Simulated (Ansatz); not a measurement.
Density of states of Ge (Fd-3m, a = 5.761 Å, b = 5.761 Å, c = 5.761 Å, α = 90.00°, β = 90.00°, γ = 90.00°), in states per eV and primitive cell, averaged over bins of 0.5 eV. Computed with DFT PBE, scalar-relativistic, plane waves, PAW in Ansatz 0.2.0.

Settings: cutoff 420 eV, Γ-centred mesh 14×14×14 on the computed 2-atom cell, Gaussian smearing of 0.10 eV; no spin polarisation.

The cell is relaxed at this level. The states (both spins) are summed by tetrahedra on a 21×21×21 mesh at the self-consistent density. Energies are bin centres; the table starts no lower than −8 eV and ends at 6 eV, or lower where the solved bands end.

The gap is zero at this level, with almost no states at the Fermi level.

```tsv
E − E_F (eV)	total	Ge 4p	Ge 4s
-7.80	0.62	0.23	0.38
-7.30	1.01	0.46	0.54
-6.80	0.58	0.26	0.31
-6.30	0.40	0.18	0.22
-5.80	0.30	0.14	0.16
-5.30	0.22	0.10	0.12
-4.80	0.17	0.08	0.09
-4.30	0.22	0.15	0.07
-3.80	1.25	1.16	0.08
-3.30	1.16	1.06	0.09
-2.80	1.51	1.43	0.07
-2.30	1.43	1.36	0.06
-1.80	1.28	1.23	0.04
-1.30	0.96	0.93	0.02
-0.80	0.42	0.41	0.01
-0.30	0.16	0.16	0.00
0.20	0.05	0.02	0.02
0.70	0.31	0.18	0.12
1.20	0.99	0.62	0.31
1.70	1.72	1.11	0.49
2.20	1.02	0.66	0.26
2.70	1.02	0.70	0.22
3.20	1.08	0.83	0.14
3.70	1.64	1.29	0.13
4.20	1.06	0.84	0.08
4.70	1.54	1.09	0.08
5.20	1.34	0.90	0.09
5.70	1.05	0.69	0.07
```

The columns after the total are the Löwdin projections on the occupied valence shells of the potentials. The rest of the total lies in shells that are empty in the free atom, which aren't projected, and between the atoms.